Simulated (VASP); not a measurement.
The system is C.

```
C
1.0
     2.61972    0.00000    0.00000
     0.00000    2.61972    0.00000
     0.00000    0.00000    2.61972
C
3
Direct
  0.00000 0.50000 0.50000
  0.50000 0.00000 0.50000
  0.50000 0.50000 0.00000
```

The cell was built by a generator and needn't be a form met in nature.

```yaml
Program: VASP 6.6.1
Task: relaxation of cell and atoms
Functional: PBEsol
Potentials_or_basis: VASP PAW PBE potentials, release 64 (C)
Cutoff: 600 eV
k_mesh: 10 × 10 × 10
Occupations: fermi-dirac, width 0.05 eV
Spin: no spin polarisation
```

At the start: pressure -4.9 GPa; volume 5.99 Å³/atom.

Question: Where does the relaxation end?

Answer: Over 5 steps the energy falls by 4.1 meV/atom and the volume is 5.75 Å³/atom (-4.1 %); space group Pm-3m (No. 221, to 0.05 Å).

Step by step:
```csv
step,energy change (eV),largest force (eV/Å),pressure (GPa),volume (Å³)
1,0.0000,0.0000,-4.94,17.98
2,-0.0104,0.0000,-2.21,17.50
3,-0.0120,0.0000,1.31,17.14
4,-0.0123,0.0000,-0.36,17.27
5,-0.0124,0.0000,-0.03,17.24
```

Final structure:
```yaml
crystal:
  lattice:
    - [2.58347, 0.00000, 0.00000]
    - [0.00000, 2.58347, 0.00000]
    - [0.00000, 0.00000, 2.58347]
  atoms:
    - { symbol: C, position: [0.00000, 0.50000, 0.50000] }
    - { symbol: C, position: [0.50000, 0.00000, 0.50000] }
    - { symbol: C, position: [0.50000, 0.50000, 0.00000] }
```

Caveat: the PAW data sets were made with another functional, which shifts forces and pressure a little.
